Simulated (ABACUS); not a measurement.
# Nb (Fm-3m) in ABACUS: equation of state

Aim: energy against volume of Nb in PBEsol, for its equilibrium volume and stiffness.

Everything below comes from runs of ABACUS 3.10.1. Logs are shortened: lines on timing, memory, paths and dates and some standing lists are left out, and cuts for length are marked.

## 1. The structure

Symmetry: Fm-3m, No. 225, cubic system. The conventional cell has a = 4.230 Å, b = 4.230 Å, c = 4.230 Å, α = 90.00°, β = 90.00°, γ = 90.00°. Nb (site symmetry m-3m) has 12 Nb at 2.99 Å as nearest neighbours.

This isn't the form of Nb at room conditions, which is bcc.

## 2. Equation of state, PBEsol, 17.79 Å³/atom (volume scaled by 0.94)

INPUT reads:

```
INPUT_PARAMETERS
suffix              Nb
calculation         scf
basis_type          pw
pseudo_dir          ./
symmetry            1
dft_functional      pbesol
ecutwfc             82
pseudo_rcut         7
nspin               1
nbands              11
ks_solver           dav
smearing_method     fd
smearing_sigma      0.00367493
scf_thr             1e-08
scf_nmax            100
mixing_type         broyden
mixing_beta         0.7
cal_force           1
cal_stress          1
kpar                4
```

STRU reads:

```
ATOMIC_SPECIES
Nb 92.9064 Nb.upf

LATTICE_CONSTANT
1.8897261246

LATTICE_VECTORS
0.0000000000 2.0718246199 2.0718246199
2.0718246199 0.0000000000 2.0718246199
2.0718246199 2.0718246199 0.0000000000

ATOMIC_POSITIONS
Direct

Nb
0.0
1
0.0000000000 0.0000000000 0.0000000000 1 1 1
```

KPT reads:

```
K_POINTS
0
Gamma
11 11 11 0 0 0
```

Potentials or basis: PseudoDojo NC SR 0.4.1 PBEsol standard, plane waves.

Run with:

```bash
OMP_NUM_THREADS=1 mpirun -np 4 abacus > log
```

running log:

```text
ABACUS v3.10.1

               Atomic-orbital Based Ab-initio Computation at UStc

 ------------------------------------------------------------------------------------

 READING GENERAL INFORMATION
                           global_out_dir = OUT.Nb/
                           global_in_card = INPUT
                               pseudo_dir = ./
                              orbital_dir =
                                    DSIZE = 4
                                    GSIZE = 1

 READING UNITCELL INFORMATION
                                    ntype = 1
                  lattice constant (Bohr) = 1.88973
              lattice constant (Angstrom) = 1

 READING ATOM TYPE 1
                               atom label = Nb
                      L=0, number of zeta = 1
                      L=1, number of zeta = 1
                      L=2, number of zeta = 1
             number of atom for this type = 1

                        TOTAL ATOM NUMBER = 1
DIRECT COORDINATES
    atom                   x                   y                   z     mag                  vx                  vy                  vz
taud_Nb1            0.0000000000        0.0000000000        0.0000000000  0.0000        0.0000000000        0.0000000000        0.0000000000

                          Volume (Bohr^3) = 120.029
                             Volume (A^3) = 17.7864

 Lattice vectors: (Cartesian coordinate: in unit of a_0)
                   +0            +2.07182            +2.07182
             +2.07182                  +0            +2.07182
             +2.07182            +2.07182                  +0
 Reciprocal vectors: (Cartesian coordinate: in unit of 2 pi/a_0)
            -0.241333           +0.241333           +0.241333
            +0.241333           -0.241333           +0.241333
            +0.241333           +0.241333           -0.241333
 The esolver type has been set to : ksdft_pw

                PAO radial cut off (Bohr) = 7

 Read in pseudopotential file is Nb.upf
                     pseudopotential type = NC
          exchange-correlation functional = PBESOL
                 nonlocal core correction = 1
                        valence electrons = 13
                                     lmax = 2
                           number of zeta = 4
                     number of projectors = 6
                           L of projector = 0
                           L of projector = 0
                           L of projector = 1
                           L of projector = 1
                           L of projector = 2
                           L of projector = 2
     initial pseudo atomic orbital number = 10

 SETUP THE ELECTRONS NUMBER
            electron number of element Nb = 13
      total electron number of element Nb = 13
            AUTOSET number of electrons:  = 13
[... 153 lines left out ...]

                                     npwx = 1504

 Make real space PAO into reciprocal space.
       max mesh points in Pseudopotential = 701
     dq(describe PAO in reciprocal space) = 0.01
                                    max q = 1091

 number of pseudo atomic orbitals for Nb is 4
WARNING: norm of atomic wavefunction # 3 of atomic type Nb is 0.997934, renormalized
WARNING: norm of atomic wavefunction # 4 of atomic type Nb is 0.98691, renormalized

 -------------------------------------------
 SELF-CONSISTENT
 -------------------------------------------
                                 init_chg = atomic

 PW ALGORITHM --------------- ION=   1  ELEC=   1--------------------------------
 Notice: Threshold on eigenvalues was too large.
 hsover_error=0.13 > DRHO=0.105187
 Origin diag ethr = 0.01
 New diag ethr = 0.000809129

 Density error is 0.106318414428
                          Error Threshold = 0.000809129420131
----------------------------------------------------------
     Energy           Rydberg                 eV
----------------------------------------------------------
 E_KohnSham     -124.4580001023      -1693.3379630753
 E_Harris       -126.3847095280      -1719.5521896552
 E_Fermi        1.4109701905         19.1972342983
----------------------------------------------------------
[... 51 lines left out ...]
 Density error is 5.70535053051e-10
                          Error Threshold = 1.99233603533e-10
----------------------------------------------------------
     Energy           Rydberg                 eV
----------------------------------------------------------
 E_KohnSham     -124.4787868033      -1693.6207806520
 E_KS(sigma->0) -124.4783690524      -1693.6150968592
 E_Harris       -124.4789068573      -1693.6224140707
 E_band         -4.5652452624        -62.1133483358
 E_one_elec     -14.2533484690       -193.9267547580
 E_Hartree      14.7215457859        200.2969060556
 E_xc           -25.9926559455       -353.6482270130
 E_Ewald        -98.9534926728       -1346.3313373511
 E_entropy(-TS) -0.0008355018        -0.0113675856
 E_descf        0.0000000000         0.0000000000
 E_exx          0.0000000000         0.0000000000
 E_Fermi        1.3599825654         18.5035120703
----------------------------------------------------------

 charge density convergence is achieved
 final etot is -1693.6207807 eV
 EFERMI = 18.50351207 eV

 STATE ENERGY(eV) AND OCCUPATIONS    NSPIN == 1
 1/14 kpoint (Cartesian) = 0.0000 0.0000 0.0000 (1459 pws)
       1       -36.1199     0.00150263
       2       -11.4365     0.00150263
       3       -11.4365     0.00150263
       4       -11.4365     0.00150263
       5        12.1490     0.00150263
       6        18.5574    0.000381447
       7        18.5574    0.000381447
       8        18.5574    0.000381447
       9        21.3525    2.69805e-28
      10        21.3525    2.69805e-28
      11        30.4528        0.00000
[... 53 lines left out ...]
 6/14 kpoint (Cartesian) = 0.10970 0.10970 0.10970 (1489 pws)
       1       -35.8806      0.0120210
       2       -12.8328      0.0120210
       3       -11.6155      0.0120210
       4       -11.6155      0.0120210
       5        14.4543      0.0120210
       6        18.3715      0.0112208
       7        18.3715      0.0112208
       8        19.8875    1.14577e-14
       9        23.3794    5.35242e-45
      10        23.3794    5.35242e-45
      11        29.5834        0.00000

[... levels at 8 further k points ...]

------------------------------------------------------------------------------------------
 TOTAL-FORCE (eV/Angstrom)
------------------------------------------------------------------------------------------
                       Nb1         0.0000000000         0.0000000000         0.0000000000
------------------------------------------------------------------------------------------

----------------------------------------------------------------
 TOTAL-STRESS (KBAR)
----------------------------------------------------------------
        31.0518154560        -0.0000000000        -0.0000000000
        -0.0000000000        31.0518154560         0.0000000000
        -0.0000000000         0.0000000000        31.0518154560
----------------------------------------------------------------
 TOTAL-PRESSURE: 31.051815 KBAR

 --------------------------------------------
 !FINAL_ETOT_IS -1693.6207806520114900 eV
 --------------------------------------------
```

Wall time 2 s (4 MPI ranks of Intel Xeon Platinum 8488C (Sapphire Rapids), shared host); peak memory 0.24 GiB.

What came out:

- Free energy: -1693.6208 eV
- Pressure: 3.1 GPa
- Band gap on the k mesh: none (metal or under the smearing width)

## 3. Equation of state, PBEsol, 18.16 Å³/atom (volume scaled by 0.96)

INPUT is that of step 2.

STRU reads:

```
ATOMIC_SPECIES
Nb 92.9064 Nb.upf

LATTICE_CONSTANT
1.8897261246

LATTICE_VECTORS
0.0000000000 2.0864154149 2.0864154149
2.0864154149 0.0000000000 2.0864154149
2.0864154149 2.0864154149 0.0000000000

ATOMIC_POSITIONS
Direct

Nb
0.0
1
0.0000000000 0.0000000000 0.0000000000 1 1 1
```

KPT is that of step 2.

Potentials or basis: PseudoDojo NC SR 0.4.1 PBEsol standard, plane waves.

Run with:

```bash
OMP_NUM_THREADS=1 mpirun -np 4 abacus > log
```

running log:

```text
ABACUS v3.10.1

               Atomic-orbital Based Ab-initio Computation at UStc

 ------------------------------------------------------------------------------------

 READING GENERAL INFORMATION
                           global_out_dir = OUT.Nb/
                           global_in_card = INPUT
                               pseudo_dir = ./
                              orbital_dir =
                                    DSIZE = 4
                                    GSIZE = 1

 READING UNITCELL INFORMATION
                                    ntype = 1
                  lattice constant (Bohr) = 1.88973
              lattice constant (Angstrom) = 1

 READING ATOM TYPE 1
[... 316 lines left out ...]
      10        20.8412    1.01002e-27
      11        29.9827        0.00000
[... 53 lines left out ...]
 6/14 kpoint (Cartesian) = 0.10893 0.10893 0.10893 (1526 pws)
       1       -36.3671      0.0120210
       2       -13.2550      0.0120210
       3       -12.1165      0.0120210
       4       -12.1165      0.0120210
       5        14.0877      0.0120210
       6        17.9488      0.0108105
       7        17.9488      0.0108105
       8        19.3569    6.30774e-14
       9        22.8084    6.61936e-44
      10        22.8084    6.61936e-44
      11        28.9384        0.00000

[... levels at 8 further k points ...]

------------------------------------------------------------------------------------------
 TOTAL-FORCE (eV/Angstrom)
------------------------------------------------------------------------------------------
                       Nb1         0.0000000000         0.0000000000         0.0000000000
------------------------------------------------------------------------------------------

----------------------------------------------------------------
 TOTAL-STRESS (KBAR)
----------------------------------------------------------------
        -7.1470955634         0.0000000000         0.0000000000
         0.0000000000        -7.1470955634        -0.0000000000
         0.0000000000        -0.0000000000        -7.1470955634
----------------------------------------------------------------
 TOTAL-PRESSURE: -7.147096 KBAR

 --------------------------------------------
 !FINAL_ETOT_IS -1693.6236729615873173 eV
 --------------------------------------------
```

Wall time 4.4 s (4 MPI ranks of Intel Xeon Platinum 8488C (Sapphire Rapids), shared host); peak memory 0.28 GiB.

Results:

* Free energy: -1693.6237 eV
* Pressure: -0.7 GPa
* Band gap on the k mesh: none (metal or under the smearing width)

## 4. Equation of state, PBEsol, 18.54 Å³/atom (volume scaled by 0.98)

INPUT is that of step 3.

STRU reads:

```
ATOMIC_SPECIES
Nb 92.9064 Nb.upf

LATTICE_CONSTANT
1.8897261246

LATTICE_VECTORS
0.0000000000 2.1008049414 2.1008049414
2.1008049414 0.0000000000 2.1008049414
2.1008049414 2.1008049414 0.0000000000

ATOMIC_POSITIONS
Direct

Nb
0.0
1
0.0000000000 0.0000000000 0.0000000000 1 1 1
```

KPT is that of step 3.

Run with:

```bash
OMP_NUM_THREADS=1 mpirun -np 4 abacus > log
```

Wall time 4.2 s (4 MPI ranks of Intel Xeon Platinum 8488C (Sapphire Rapids), shared host); peak memory 0.24 GiB.

The run converged. Its results:

| Quantity | Value |
| --- | --- |
| Free energy | -1693.6180 eV |
| Pressure | -4.2 GPa |
| Band gap on the k mesh | none (metal or under the smearing width) |

## 5. Equation of state, PBEsol, 18.92 Å³/atom

INPUT is that of step 4.

STRU reads:

```
ATOMIC_SPECIES
Nb 92.9064 Nb.upf

LATTICE_CONSTANT
1.8897261246

LATTICE_VECTORS
0.0000000000 2.1150000000 2.1150000000
2.1150000000 0.0000000000 2.1150000000
2.1150000000 2.1150000000 0.0000000000

ATOMIC_POSITIONS
Direct

Nb
0.0
1
0.0000000000 0.0000000000 0.0000000000 1 1 1
```

KPT is that of step 4.

Run with:

```bash
OMP_NUM_THREADS=1 mpirun -np 4 abacus > log
```

Run time: 4.5 s. Hardware: 4 MPI ranks of Intel Xeon Platinum 8488C (Sapphire Rapids), shared host; peak memory 0.24 GiB.

Results (log left out):

| Quantity | Value |
| --- | --- |
| Free energy | -1693.6045 eV |
| Pressure | -7.3 GPa |
| Band gap on the k mesh | none (metal or under the smearing width) |

## 6. Equation of state, PBEsol, 19.30 Å³/atom (volume scaled by 1.02)

INPUT is that of step 5.

STRU reads:

```
ATOMIC_SPECIES
Nb 92.9064 Nb.upf

LATTICE_CONSTANT
1.8897261246

LATTICE_VECTORS
0.0000000000 2.1290070307 2.1290070307
2.1290070307 0.0000000000 2.1290070307
2.1290070307 2.1290070307 0.0000000000

ATOMIC_POSITIONS
Direct

Nb
0.0
1
0.0000000000 0.0000000000 0.0000000000 1 1 1
```

KPT is that of step 5.

Potentials or basis: PseudoDojo NC SR 0.4.1 PBEsol standard, plane waves.

Run with:

```bash
OMP_NUM_THREADS=1 mpirun -np 4 abacus > log
```

It took 5.3 s on 4 MPI ranks of Intel Xeon Platinum 8488C (Sapphire Rapids), shared host; peak memory 0.28 GiB.

The run converged. Its results:

| Property | Result |
| --- | --- |
| Free energy | -1693.5840 eV |
| Pressure | -10.1 GPa |
| Band gap on the k mesh | none (metal or under the smearing width) |

## 7. Equation of state, PBEsol, 19.68 Å³/atom (volume scaled by 1.04)

INPUT is that of step 6.

STRU reads:

```
ATOMIC_SPECIES
Nb 92.9064 Nb.upf

LATTICE_CONSTANT
1.8897261246

LATTICE_VECTORS
0.0000000000 2.1428321391 2.1428321391
2.1428321391 0.0000000000 2.1428321391
2.1428321391 2.1428321391 0.0000000000

ATOMIC_POSITIONS
Direct

Nb
0.0
1
0.0000000000 0.0000000000 0.0000000000 1 1 1
```

KPT is that of step 6.

Run with:

```bash
OMP_NUM_THREADS=1 mpirun -np 4 abacus > log
```

Wall time 6.9 s (4 MPI ranks of Intel Xeon Platinum 8488C (Sapphire Rapids), shared host); peak memory 0.28 GiB.

It converged, with:

```
Free energy            : -1693.5573 eV
Pressure               : -12.6 GPa
Band gap on the k mesh : none (metal or under the smearing width)
```

## 8. Equation of state, PBEsol, 20.06 Å³/atom (volume scaled by 1.06)

INPUT is that of step 7.

STRU reads:

```
ATOMIC_SPECIES
Nb 92.9064 Nb.upf

LATTICE_CONSTANT
1.8897261246

LATTICE_VECTORS
0.0000000000 2.1564811194 2.1564811194
2.1564811194 0.0000000000 2.1564811194
2.1564811194 2.1564811194 0.0000000000

ATOMIC_POSITIONS
Direct

Nb
0.0
1
0.0000000000 0.0000000000 0.0000000000 1 1 1
```

KPT is that of step 7.

Run with:

```bash
OMP_NUM_THREADS=1 mpirun -np 4 abacus > log
```

Run time: 6.2 s. Hardware: 4 MPI ranks of Intel Xeon Platinum 8488C (Sapphire Rapids), shared host; peak memory 0.28 GiB.

The run converged. Its results:

```
Free energy            : -1693.5249 eV
Pressure               : -14.9 GPa
Band gap on the k mesh : none (metal or under the smearing width)
```

## 9. Equation of state, PBEsol

Potentials or basis: PseudoDojo NC SR 0.4.1 PBEsol standard, plane waves.

No new run: the results of the series are fitted here.

What came out:

```yaml
Equilibrium_volume: 18.10 Å³/atom
Bulk_modulus: 178 GPa
Pressure_derivative_of_the_bulk_modulus: 4.0
```

Energy against volume, from the lowest point:
| volume (Å³/atom) | energy (meV/atom) |
| --- | --- |
| 17.786 | 2.89 |
| 18.165 | 0.00 |
| 18.543 | 5.71 |
| 18.922 | 19.17 |
| 19.300 | 39.64 |
| 19.679 | 66.40 |
| 20.057 | 98.82 |
